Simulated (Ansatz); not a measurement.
A relaxed cell of SnTe is given with its symmetry left out. The cell was found from a structure generator's guess, not taken from experiment.

These are results of Ansatz, DFT PBE, scalar-relativistic, plane waves, PAW, not measurements. Cutoff 420 eV, Γ-centred mesh, Gaussian smearing, no spin polarisation.

```
Sn Te
1.0
     4.44403    0.00000    0.00000
    -2.22201    3.84864    0.00000
     0.00000    0.00000    7.85780
Sn Te
2 2
Direct
  0.00000 0.00000 0.00000
  0.00000 0.00000 0.50000
  0.33333 0.66667 0.25000
  0.66667 0.33333 0.75000
```

The zero of energy is the elements' standard structures at the same level; no fitted shifts are applied. The references include grey tin.

Task: Find its symmetry and describe it.

Result: P6_3/mmc (No. 194), the nickel arsenide type. Conventional cell: a = 4.444 Å, c = 7.858 Å. Around Sn lie 6 Te at 3.23 Å; Te is surrounded by 6 Sn at 3.23 Å.

Task: What is its formation energy per atom?

Result: −0.24 eV/atom. Whether it is stable depends on the other phases of the system, which aren't compared here.

Task: Is it a metal?

Result: Yes, bands cross the Fermi level on the 12×12×6 mesh.

The last run used a 12×12×6 mesh (in the run's order of axes) for its 4-atom cell and Gaussian smearing of 0.10 eV. Spin–orbit coupling, which can matter for Te, is left out. The zero gap may come from the functional, which often closes small gaps. The reference form of Te is held partly by dispersion forces, which this level lacks. A structure relaxed within its symmetry needn't be a true minimum.
